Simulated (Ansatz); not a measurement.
# TiGe2N4 bilayer (AB) in a perpendicular field, part 2 of 2

What dipole does a perpendicular field induce in the TiGe2N4 bilayer (AB), and does the gap follow? A positive field points along +c.

Ansatz 0.2.0; plane-wave DFT, LDA, Ansatz PAW (the session's first sound run).

So far, gap, the smaller of path and mesh (eV): step 3 (single point, field 0, start network) 0.924; step 5 (field -0.03 V/Å) 0.889; step 6 (field 0.15 V/Å) 0.961; step 7 (field 0.25 V/Å) 0.842; step 8 (field -0.25 V/Å) 0.594.

### 9. Response, atoms held

This step: plane-wave DFT, LDA, Ansatz PAW; response to a field along the normal, atoms held (Ansatz 0.2.0).

The dipoles give the slope, and the difference of two potentials shows where the field is screened.

This step gave:

| Item | Value |
| --- | --- |
| equivalent conductor thickness p/(ε₀AE) | 16.52 Å |
| distance between the outer atoms | 17.14 Å |

Dipole of the cell against applied field:

```
applied field (V/Å)  dipole of the cell (e·Å)
             -0.250                    -0.173
             -0.030                   -0.0148
              0.000                   0.00663
              0.030                    0.0280
              0.150                     0.114
              0.250                     0.185
```

Local field over the applied field, running mean. From the potentials at -0.03 and 0.03 V/Å; running mean over 2.5 Å. The local field over applied field by z:

```
z (Å)  local field over applied field
    5                           0.999
    6                           0.984
    7                           0.870
    8                           0.568
    9                           0.260
   10                           0.135
   11                           0.101
   12                          0.0602
   13                          0.0505
   14                          0.0912
   15                           0.119
   16                           0.200
   17                           0.355
   18                           0.369
   19                           0.219
   20                           0.125
   21                          0.0951
   22                          0.0572
   23                          0.0539
   24                          0.0988
   25                           0.129
   26                           0.232
   27                           0.520
   28                           0.837
   29                           0.977
   30                           0.998
```

The induced electron density oscillates, so the rows of the table below give means over 0.5 Å (shorter at the two ends). Its first 14 distinct maxima (Å: e/Å³ per V/Å): 8.20: 0.00372, 9.22: 0.00173, 10.54: 0.00101, 11.57: 0.00160, 13.03: 0.00116, 14.05: 7.7e-5, 15.37: 0.00158, 16.25: -5.4e-4, 18.30: 0.00279, 19.18: 0.00163, 20.64: 9.4e-4, 21.52: 0.00156, 22.99: 0.00121, 24.01: 8.5e-5. Distinct minima: 8.93: 6.4e-4, 9.81: -0.00173, 11.13: -8.2e-5, 12.15: -0.00121, 13.62: -0.00156, 14.49: -9.2e-4, 15.96: -0.00158, 16.84: -0.00282, 18.89: 5.3e-4, 19.76: -0.00162, 21.08: -8.2e-5, 22.11: -0.00116, 23.57: -0.00161, 24.60: -0.00100.

Electrons, planar mean, per unit field. Induced electron density against z; means over each step:

```
z (Å)  induced electron density (e/Å³ per V/Å)
  4.5                                   1.5e-6
  5.0                                   5.6e-6
  5.5                                   2.1e-5
  6.0                                   7.2e-5
  6.5                                   2.4e-4
  7.0                                   7.2e-4
  7.5                                  0.00180
  8.0                                  0.00330
  8.5                                  0.00262
  9.0                                  0.00112
  9.5                                   5.8e-5
 10.0                                 -0.00110
 10.5                                   7.5e-4
 11.0                                   3.4e-4
 11.5                                  0.00107
 12.0                                  -6.2e-4
 12.5                                  -2.5e-4
 13.0                                   8.9e-4
 13.5                                  -7.7e-4
 14.0                                  -3.6e-4
 14.5                                  -7.6e-4
 15.0                                   3.9e-4
 15.5                                   8.0e-4
 16.0                                 -0.00110
 16.5                                 -0.00153
 17.0                                 -0.00243
 17.5                                  -3.3e-4
 18.0                                  0.00208
 18.5                                  0.00200
 19.0                                  0.00103
 19.5                                  -1.2e-4
 20.0                                  -9.3e-4
 20.5                                   7.3e-4
 21.0                                   2.9e-4
 21.5                                  0.00101
 22.0                                  -7.0e-4
 22.5                                  -1.8e-4
 23.0                                   8.9e-4
 23.5                                  -9.1e-4
 24.0                                  -3.5e-4
 24.5                                  -8.4e-4
 25.0                                   5.7e-4
 25.5                                   7.3e-4
 26.0                                 -0.00125
 26.5                                 -0.00190
 27.0                                 -0.00348
 27.5                                 -0.00222
 28.0                                  -9.5e-4
 28.5                                  -3.2e-4
 29.0                                  -1.0e-4
 29.5                                  -2.9e-5
 30.0                                  -8.0e-6
 30.5                                  -2.2e-6
```

The smaller of the gaps on the path and on the k-mesh, counted as 0 under 0.03 eV. Gap against applied field:

```
applied field (V/Å)  gap (eV)
             -0.250     0.594
             -0.030     0.888
              0.000     0.924
              0.030     0.957
              0.150     0.961
              0.250     0.842
```

By hand: between -0.03 and 0.03 V/Å the dipole changes by 0.04280 e·Å, a slope of 0.7134 e·Å²/V. A perfect conductor of thickness t has p = ε₀AEt, so t = 180.95 × 0.7134 / 7.816 = 16.52 Å (e/ε₀ = 180.95 V·Å, A in Å²).

The induced dipole is that of a conductor 16.52 Å thick.

### 10. With spin-orbit coupling, k-mesh 12×12×1

This step: plane-wave DFT, PBE, fully relativistic PAW with spin-orbit coupling (Ansatz 0.2.0).

Heavy atoms split their bands by spin-orbit coupling, so this run uses fully relativistic files and two-component states.

File input.yaml:

```yaml
crystal:
  lattice:
    - [3.0041045441, 0.0, 0.0]
    - [-1.5020522721, 2.6016308508, 0.0]
    - [0.0, 0.0, 35.1366264791]
  atoms:
    - { symbol: "N", position: [0.0, 0.0, 0.2561429739] }
    - { symbol: Ge, position: [0.3333333333, 0.6666666667, 0.2731012006] }
    - { symbol: "N", position: [0.3333333333, 0.6666666667, 0.3258886073] }
    - { symbol: Ti, position: [0.0, 0.0, 0.3581760224] }
    - { symbol: "N", position: [0.3333333333, 0.6666666667, 0.3904602757] }
    - { symbol: Ge, position: [0.3333333333, 0.6666666667, 0.4432360811] }
    - { symbol: "N", position: [0.0, 0.0, 0.4601239807] }
    - { symbol: "N", position: [0.3333333333, 0.6666666667, 0.5398085599] }
    - { symbol: Ge, position: [0.6666666667, 0.3333333333, 0.5567558397] }
    - { symbol: "N", position: [0.6666666667, 0.3333333333, 0.6095369579] }
    - { symbol: Ti, position: [0.3333333333, 0.6666666667, 0.6418296507] }
    - { symbol: "N", position: [0.6666666667, 0.3333333333, 0.6741115609] }
    - { symbol: Ge, position: [0.6666666667, 0.3333333333, 0.7268991099] }
    - { symbol: "N", position: [0.3333333333, 0.6666666667, 0.7438570261] }
kpoints:
  mp_grid: { grid: [12, 12, 1] }
  band_path:
    path: [[0, 0, 0], [0.5, 0, 0], [0.33333333, 0.33333333, 0], [0, 0, 0]]
    npoints: 16
hamiltonian:
  xc: pbe
  pseudopotentials: { kind: paw_fr }
magnetization:
  noncollinear: true
  spin_orbit: true
scf:
  occupations: { method: fermi_dirac, width: 0.05 }
  convergence: { dr2_threshold: 1.0e-09 }
efield:
  axis: 3
  dipole_correction: true
  ramp_position: 0.97
  ramp_width: 0.06
  amplitude: 0
output:
  write_potential: true
  write_density: true
  volumetric_format: npy
```

Launch:

```sh
> ansatz run input.yaml --threads 4 --pin off --max-ram 12288MiB --backend cpu --events-out ev --progress --plain --runs-dir out
```

The job ended after 3.3 min (4 threads of Intel Xeon Platinum 8488C (Sapphire Rapids), shared host; peak memory 3.9 GiB).

This step gave:

- dipole along the normal: 0.006584 e·Å
- gap along the path: 1.046 eV
- smallest direct gap along the path: 1.677 eV
- step between the vacuum levels: -0.1525 eV
- ionisation energy, upper face: 6.451 eV
- electron affinity, upper face: 5.405 eV
- ionisation energy, lower face: 6.604 eV
- gap, the smaller of path and mesh: 1.046 eV

The electronic bands at the labelled points (eV, zero at the Fermi level of the run, which the smearing sets inside the gap):

```
  point  band 117  band 118  band 119  band 120  band 121  band 122  band 123  band 124
      Γ     -1.10     -1.10     -0.56     -0.56      1.24      1.24      1.46      1.46
halfway     -1.08     -1.08     -0.85     -0.85      0.86      0.86      1.01      1.01
      M     -1.50     -1.50     -1.35     -1.35      0.56      0.56      0.72      0.72
halfway     -1.41     -1.40     -1.23     -1.23      0.67      0.69      0.82      0.84
      K     -1.10     -1.09     -0.95     -0.94      0.91      0.95      1.06      1.10
halfway     -1.16     -1.16     -0.98     -0.98      0.71      0.71      0.86      0.87
      Γ     -1.10     -1.10     -0.56     -0.56      1.24      1.24      1.46      1.46
```

The gap is 1.05 eV, with the valence edge 6.45 eV and the conduction edge 5.40 eV under the upper vacuum level.

### 11. With spin-orbit coupling, k-mesh 12×12×1, field 0.2 V/Å

The same in a field along the normal.

Changes to input.yaml since step 10:

```diff
@@ -22,5 +22,3 @@
   mp_grid: { grid: [12, 12, 1] }
-  band_path:
-    path: [[0, 0, 0], [0.5, 0, 0], [0.33333333, 0.33333333, 0], [0, 0, 0]]
-    npoints: 16
+  band_path: { path: [[0, 0, 0], [0.12, 0, 0]], npoints: 24 }
 hamiltonian:
@@ -37,5 +35,5 @@
   dipole_correction: true
-  ramp_position: 0.97
-  ramp_width: 0.06
-  amplitude: 0
+  ramp_position: 0.9547
+  ramp_width: 0.0905
+  amplitude: 0.2
 output:
```

The job ended after 2.7 min (4 threads; peak memory 3.9 GiB; 11 min of CPU time).

Read from the output:

```yaml
dipole_along_the_normal: 0.1486 e·Å
gap_along_the_path: 1.695 eV
smallest_direct_gap_along_the_path: 1.777 eV
gap_the_smaller_of_path_and_mesh: 1.021 eV
```

The dipole is 0.149 e·Å, and the gap 1.021 eV.

### 12. Spin splitting near the zone centre

This step: plane-wave DFT, PBE, fully relativistic PAW with spin-orbit coupling; spin splitting near the zone centre (Ansatz 0.2.0).

Levels that meet at the zone centre are followed outwards; a split that grows in proportion to k gives the Rashba parameter as ΔE/2k.

Numbers from this step:

- largest split over 2k that stays linear in k: 0.02691 eV Å

Groups of levels that meet at the zone centre and whose split, tested at two k, grows in proportion to k or stays under 1 meV; groups that fail this test are left out. Spin splitting, by row:

```
level at the first point (eV from the Fermi level)  states  split at k = 0.024 1/A (eV)  split over 2k (eV Å)
                                            -2.425       2                      3.00e-4                     0
                                            -2.409       2                      1.00e-4                     0
                                            -2.224       2                       0.0013               0.02691
                                            -2.196       2                      1.00e-4                     0
                                            -1.412       2                            0                     0
                                            -1.398       2                            0                     0
                                            -1.213       2                      1.00e-4                     0
                                            -1.199       2                            0                     0
                                            -1.103       2                      2.00e-4                     0
                                           -0.5525       2                            0                     0
                                             1.224       2                            0                     0
                                              1.48       2                            0                     0
```

### 13. Varying the input

This step: plane-wave DFT, LDA, Ansatz PAW, but for the change named below (Ansatz 0.2.0).

A run with a changed input: it repeats the earlier run at 0.03 V/Å with scf.lower_state_search to standard and magnetization to spin_polarized: true; its output block differs too.

File input.yaml:

```yaml
crystal:
  lattice:
    - [3.0041045441, 0.0, 0.0]
    - [-1.5020522721, 2.6016308508, 0.0]
    - [0.0, 0.0, 35.1366264791]
  atoms:
    - { symbol: "N", position: [0.0, 0.0, 0.2561429739], spin: 3.0 }
    - { symbol: Ge, position: [0.3333333333, 0.6666666667, 0.2731012006], spin: 1.0 }
    - { symbol: "N", position: [0.3333333333, 0.6666666667, 0.3258886073], spin: 2.0 }
    - { symbol: Ti, position: [0.0, 0.0, 0.3581760224], spin: 1.0 }
    - { symbol: "N", position: [0.3333333333, 0.6666666667, 0.3904602757], spin: 1.0 }
    - { symbol: Ge, position: [0.3333333333, 0.6666666667, 0.4432360811], spin: 1.0 }
    - { symbol: "N", position: [0.0, 0.0, 0.4601239807], spin: 1.0 }
    - { symbol: "N", position: [0.3333333333, 0.6666666667, 0.5398085599], spin: 3.0 }
    - { symbol: Ge, position: [0.6666666667, 0.3333333333, 0.5567558397], spin: 3.0 }
    - { symbol: "N", position: [0.6666666667, 0.3333333333, 0.6095369579], spin: 1.0 }
    - { symbol: Ti, position: [0.3333333333, 0.6666666667, 0.6418296507], spin: 1.0 }
    - { symbol: "N", position: [0.6666666667, 0.3333333333, 0.6741115609], spin: 3.0 }
    - { symbol: Ge, position: [0.6666666667, 0.3333333333, 0.7268991099], spin: 1.0 }
    - { symbol: "N", position: [0.3333333333, 0.6666666667, 0.7438570261], spin: 2.0 }
kpoints:
  mp_grid: { grid: [18, 18, 1] }
  band_path:
    path: [[0, 0, 0], [0.5, 0, 0], [0.33333333, 0.33333333, 0], [0, 0, 0]]
    npoints: 16
hamiltonian:
  xc: lda
scf:
  occupations: { method: fermi_dirac, width: 0.05 }
  convergence: { dr2_threshold: 1.0e-10 }
  lower_state_search: standard
efield:
  axis: 3
  dipole_correction: true
  ramp_position: 0.97
  ramp_width: 0.06
  amplitude: 0.03
output:
  write_potential: true
  write_density: true
  volumetric_format: npy
magnetization:
  spin_polarized: true
```

Wall time 1.8 min (4 threads); peak memory 2.2 GiB; 7 min of CPU time.

Read from the output:

```yaml
dipole_along_the_normal: 0.02803 e·Å
gap_along_the_path: 0.9576 eV
gap_the_smaller_of_path_and_mesh: 0.9570 eV
```

Deep bands are left out, so band numbers here count from the lowest band kept and differ from the log's. Electronic bands along the path, in eV, zero at the Fermi level of the run, which the smearing sets inside the gap; # counts the bands kept:

```
  point  up #21  up #22  up #23  up #24  down #21  down #22  down #23  down #24
      Γ   -1.07   -0.52    1.21    1.40     -1.07     -0.52      1.21      1.40
halfway   -1.02   -0.80    0.82    0.92     -1.02     -0.80      0.82      0.92
      M   -1.41   -1.31    0.52    0.62     -1.41     -1.31      0.52      0.62
halfway   -1.32   -1.17    0.66    0.76     -1.32     -1.17      0.66      0.76
      K   -1.00   -0.91    0.94    1.04     -1.00     -0.91      0.94      1.04
halfway   -1.10   -0.94    0.67    0.77     -1.10     -0.94      0.67      0.77
      Γ   -1.07   -0.52    1.21    1.40     -1.07     -0.52      1.21      1.40
```

```
                     quantity  this run  earlier run  difference
dipole along the normal (e·Å)   0.02803      0.02803     -1.1e-6
      gap along the path (eV)    0.9576       0.9577     -9.0e-5
```

Nothing in the table moves by 0.01 in its unit (for the dipole 0.5 % and 5e-5 e·Å). The run took 24 SCF cycles against 22.

No band crosses the Fermi level on this path.

### 14. The same run with other settings

This step: plane-wave DFT, LDA, Ansatz PAW (Ansatz 0.2.0).

Another changed input: it repeats the earlier run at 0.03 V/Å with scf.occupations.method from fermi_dirac to gaussian and scf.occupations.width from 0.05 to 0.3.

input.yaml, the sections that differ from step 13:

```yaml
crystal:
  lattice:
    - [3.0041045441, 0.0, 0.0]
    - [-1.5020522721, 2.6016308508, 0.0]
    - [0.0, 0.0, 35.1366264791]
  atoms:
    - { symbol: "N", position: [0.0, 0.0, 0.2561429739] }
    - { symbol: Ge, position: [0.3333333333, 0.6666666667, 0.2731012006] }
    - { symbol: "N", position: [0.3333333333, 0.6666666667, 0.3258886073] }
    - { symbol: Ti, position: [0.0, 0.0, 0.3581760224] }
    - { symbol: "N", position: [0.3333333333, 0.6666666667, 0.3904602757] }
    - { symbol: Ge, position: [0.3333333333, 0.6666666667, 0.4432360811] }
    - { symbol: "N", position: [0.0, 0.0, 0.4601239807] }
    - { symbol: "N", position: [0.3333333333, 0.6666666667, 0.5398085599] }
    - { symbol: Ge, position: [0.6666666667, 0.3333333333, 0.5567558397] }
    - { symbol: "N", position: [0.6666666667, 0.3333333333, 0.6095369579] }
    - { symbol: Ti, position: [0.3333333333, 0.6666666667, 0.6418296507] }
    - { symbol: "N", position: [0.6666666667, 0.3333333333, 0.6741115609] }
    - { symbol: Ge, position: [0.6666666667, 0.3333333333, 0.7268991099] }
    - { symbol: "N", position: [0.3333333333, 0.6666666667, 0.7438570261] }
scf:
  occupations: { method: gaussian, width: 0.3 }
  convergence: { dr2_threshold: 1.0e-10 }
# kpoints, hamiltonian, efield, output: as in step 13
# magnetization: removed
```

Run time: 35 s. Hardware: 4 threads; peak memory 1.3 GiB.

```
                               quantity  this run  earlier run  difference
          dipole along the normal (e·Å)   0.02612      0.02803     -0.0019
                gap along the path (eV)    0.9865       0.9577       0.029
smallest direct gap along the path (eV)     1.627        1.594       0.033
```

What moves beyond 0.01 in its unit (for the dipole 0.5 % and 5e-5 e·Å): dipole along the normal (-0.00191 e·Å), smallest direct gap along the path (+0.0331 eV) and gap along the path (+0.0288 eV).

The change shows in the results, which are not taken further.

### 15. Outcome

```yaml
gap_without_field: 0.924 eV
ionisation_energy_upper_face: 6.80 eV
electron_affinity_upper_face: 5.87 eV
step_between_the_vacuum_levels: -0.154 eV
equivalent_conductor_thickness_atoms_held: 16.5 Å
largest_split_over_2k_that_stays_linear_in_k_at_0p2_v_a: 0.0269 eV Å
```

In words: The induced dipole equals that of a perfect conductor 16.52 Å thick, while the outer atoms lie 17.14 Å apart; an out-of-plane ε follows only once a thickness t is chosen, by 1 − 1/ε = 16.52 Å / t. The two faces differ: the vacuum level above lies 0.15 eV lower than the one below. The gap goes from 0.92 eV to 0.59 eV at -0.25 V/Å. With the field reversed it is 0.84 eV at 0.25 V/Å. Semilocal functionals give gaps that are too small, and excitons are not included. The field series itself is without spin-orbit coupling. The outer anions sit over the metal atoms, one of several polytypes of such layers and not the lowest for every compound.

[Long decimals in the printed logs are rounded to 6 places.]

[Logs are printed without paths, hosts, clocks, repeated set-up lines and the standing remarks that a program may print on its own settings, such as how far it seeks lower states.]

[Hosts, paths, dates, database ids (printed as entryN), source tags and the programs' standing remarks are cut or masked in the printed files.]

[Maps of the electrostatic potential energy from Ansatz leave out the sawtooth potential of an applied field or a dipole correction, so their vacuum need not be flat; planar profiles and work functions include it.]
